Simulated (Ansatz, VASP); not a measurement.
Two plane-wave programs on Al

```xyz
6
Lattice="2.8572 0.0000 0.0000 0.0000 2.8572 0.0000 0.0000 0.0000 25.1016" Properties=species:S:1:pos:R:3 pbc="T T T"
Al    1.4286    1.4286    7.5291
Al    0.0000    0.0000    9.5384
Al    1.4286    1.4286   11.5375
Al    0.0000    0.0000   13.5640
Al    1.4286    1.4286   15.5631
Al    0.0000    0.0000   17.5725
```

Alike in both runs: functional PBE; k mesh 12 × 12 × 1; occupations gaussian, width 0.1 eV; no spin polarisation.

Ansatz relaxed the structure, and its values are those at the end. VASP's run is a single point on that final structure, the one shown.

|  | VASP | Ansatz |
| --- | --- | --- |
| version | VASP 6.6.1 | Ansatz 0.2.0 |
| potentials or method | VASP PAW PBE potentials, release 64 (Al) | scalar-relativistic, plane waves, PAW |
| plane-wave cutoff (eV) | 520 | 420 |
| valence electrons in the cell | 18 | 18 |

```csv
,VASP,Ansatz,Ansatz less VASP
gap on the k mesh at the Fermi level (eV),none,none,-
rms of the force components (eV/Å),0.003,0.003,+0.0004
"work function, face that differs most (eV)",4.24,4.24,-0.003
```

A gap of «none» marks a metal or a gap that the smearing closes.
